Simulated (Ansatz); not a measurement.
**SiC under pressure: fit and missing row**

SiC, F-43m, a = 4.380 Å. The compound has several low-lying forms, and this is one of them. Ansatz: PBE, PAW, 420 eV, Γ-centred 10×10×10 mesh on 2 atoms, Gaussian smearing 0.02 eV; no spin polarisation. Cell and atoms are relaxed at each pressure, and no other structure is tried, so the rows at high pressure may lie past a change of phase.

| V (Å³/atom) | P (GPa) |
| --- | --- |
| ? | 59.99 |
| 9.377 | 30.01 |
| 9.866 | 15.00 |
| 10.137 | 8.05 |
| 10.355 | 3.08 |
| 10.501 | 0.00 |
| 10.656 | -3.01 |

**Question.** Take V0 = 10.501 Å³/atom, fit the third-order Birch–Murnaghan form to the other rows, and predict the missing volume.

**Answer.** With the Eulerian strain f = ½[(V0/V)^(2/3) − 1] and y = P/[3f(1 + 2f)^(5/2)], the form is the line y = B0 + 1.5 B0 (B0′ − 4) f. Rows (f, y): 0.03920, 211.3; 0.02123, 212.3; 0.01190, 212.6; 0.00469, 213.9; -0.00486, 211.6. Means f = 0.01443, y = 212.34; Σ(Δf)² = 0.001133, ΣΔfΔy = -0.02761; the slope is their ratio. y = 212.7 − 24.37 f GPa, so B0 = 212.7 GPa and B0′ = 4 + 2 × (-24.37)/(3 × 212.7) = 3.92. P = 59.99 GPa is met at f = 0.06869 (y = 211.03), so V = V0 (1 + 2f)^(−3/2) = 8.657 Å³/atom. The run gave 8.648 Å³/atom, so the fit is 0.009 Å³/atom too high, 0.45 % of the span of the series, against an rms of 0.0010 Å³/atom on the fitted rows. The row lies outside the fitted range. A fourth-order term fitted to the same rows gives P = 58.62 GPa at this row's volume (the line 60.45, the run 59.99), no gain.

The mesh isn't the same in all rows (10×10×10, 12×12×12).